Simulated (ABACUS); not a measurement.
The system is Be.

```
Be
1.0
     2.28530    0.00000    0.00000
    -1.14265    1.97913    0.00000
     0.00000    0.00000    3.58420
Be
2
Direct
  0.66667 0.33333 0.75000
  0.33333 0.66667 0.25000
```

* Program: ABACUS 3.10.1
* Task: single point
* Functional: PBE
* Potentials or basis: PseudoDojo NC SR 0.4.1 PBE standard
* Cutoff: 1361 eV
* Density cutoff: 5442 eV
* Basis: DZP LCAO (the cutoffs set its grid)
* k mesh: 13 × 13 × 8
* Occupations: fermi-dirac, width 0.05 eV
* Spin: no spin polarisation

On this cell: pressure -2.1 GPa; largest force under 0.003 eV/Å; band gap on the k mesh none (metal or under the smearing width).

The same run follows on a disturbed copy (atoms moved at random, drawn with an rms of 0.05 Å):

```xyz
2
Lattice="2.2853 0.0000 0.0000 -1.1426 1.9791 0.0000 0.0000 0.0000 3.5842" Properties=species:S:1:pos:R:3 pbc="T T T"
Be    1.1861    0.6698    2.6888
Be   -0.0251    1.2998    0.9267
```

What does the disturbed cell give?

The energy (extrapolated to zero smearing) moves by +7.2 meV/atom; pressure -1.8 GPa; largest force 0.389 eV/Å; band gap on the k mesh none (metal or under the smearing width).

Forces in eV/Å, atoms in the order of the input:
```
Be  -0.270 -0.125  0.251
Be   0.270  0.125 -0.251
```

Stress tensor (GPa, compression positive):
```
-1.12  1.53 -0.29
 1.53 -2.47 -0.14
-0.29 -0.14 -1.94
```

Caveats: the atomic orbitals were generated for these runs and aren't a published set; the basis of atomic orbitals isn't converged, which shifts pressures, moduli and gaps.
